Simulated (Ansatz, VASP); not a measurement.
# CuAu: VASP beside Ansatz

The input INCAR:

```
PREC = Accurate
ENCUT = 520
EDIFF = 1E-6
ISMEAR = 0
SIGMA = 0.15
LREAL = False
LASPH = True
NELM = 60
ALGO = Fast
ISIF = 2
LWAVE = False
LCHARG = False
GGA = CA
NBANDS = 18
```

KPOINTS

```
regular mesh
0
Gamma
  18 18 14
```

The input POSCAR:

```
CuAu
1.0
    2.8000000000      0.0000000000      0.0000000000
    0.0000000000      2.8000000000      0.0000000000
    0.0000000000      0.0000000000      3.6700000000
Cu Au
1 1
Direct
    0.5000000000      0.5000000000      0.5000000000
    0.0000000000      0.0000000000      0.0000000000
```

Input for Ansatz:

```yaml
crystal:
  lattice:
    - [2.8, 0.0, 0.0]
    - [0.0, 2.8, 0.0]
    - [0.0, 0.0, 3.67]
  atoms:
    - { symbol: Cu, position: [0.5, 0.5, 0.5] }
    - { symbol: Au, position: [0.0, 0.0, 0.0] }
basis:
  ecutwfc: 420
kpoints:
  mp_grid: { grid: [18, 18, 14] }
hamiltonian:
  xc: lda
scf:
  occupations: { method: gaussian, width: 0.15 }
output:
  forces: true
  stress: true
  eigenvalues: true
```

Alike in both runs: task single point; functional LDA; k mesh 18 × 18 × 14; occupations gaussian, width 0.15 eV; no spin polarisation.

|  | VASP | Ansatz |
| --- | --- | --- |
| version | VASP 6.6.1 | Ansatz 0.2.0 |
| potentials or method | VASP PAW LDA potentials, release 64 (Cu, Au) | scalar-relativistic, plane waves, PAW |
| plane-wave cutoff (eV) | 520 | 420 |
| valence electrons in the cell | 22 | 38 |

Ansatz gave:

- gap on the k mesh at the Fermi level (eV): none
- pressure (GPa): -7.2
- largest component of the traceless stress (GPa): 0.45

Q: What did VASP give for the same quantities?

A: gap on the k mesh at the Fermi level (eV): none; pressure (GPa): -7.5; largest component of the traceless stress (GPa): 0.45.

A gap of «none» marks a metal or a gap that the smearing closes. The two sets of potentials don't hold the same shells in valence.

The runs have no spin-orbit coupling, so splittings on Au are missing.
